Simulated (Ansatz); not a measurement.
Here is an Ansatz 0.2.0 calculation.

Contents of input.yaml:

```yaml
crystal:
  lattice:
    - [4.002287, 0.0, 0.0]
    - [0.0, 4.002287, 0.0]
    - [0.0, 0.0, 4.002287]
  atoms:
    - { symbol: Pb, position: [0.0, 0.0, 0.0] }
    - { symbol: Te, position: [0.5, 0.5, 0.5] }
kpoints:
  mp_grid: { grid: [5, 5, 5] }
scf:
  occupations: { method: fermi_dirac, width: 0.05 }
hamiltonian:
  xc: pbe
  pseudopotentials: { kind: all_electron, lapw: { basis_error: 0.001 } }
output: {}
phonons:
  method: fd
  supercell: [1, 1, 1]
```

Potentials or basis: all-electron LAPW, scalar-relativistic.

The run is started by

```bash
$ ansatz run input.yaml --threads 1 --pin off --max-ram 3072MiB --backend cpu --events-out ev --progress --plain --runs-dir out
```

Question: Predict the highest phonon frequency at Γ.

Answer: 0 cm⁻¹.

Question: Estimate the most unstable mode.

Answer: 29i cm⁻¹.

Question: Estimate the band gap on the k mesh.

Answer: None (metal or under the smearing width).

Phonon frequencies in cm⁻¹ (negative: imaginary):
```
              q point        frequencies
(0.000, 0.000, 0.000)  -29 -29 -29 0 0 0
```

Caveat: a metal's response needs a denser mesh; some modes are imaginary. Spin-orbit coupling is left out, which matters for the levels of Pb, Te.
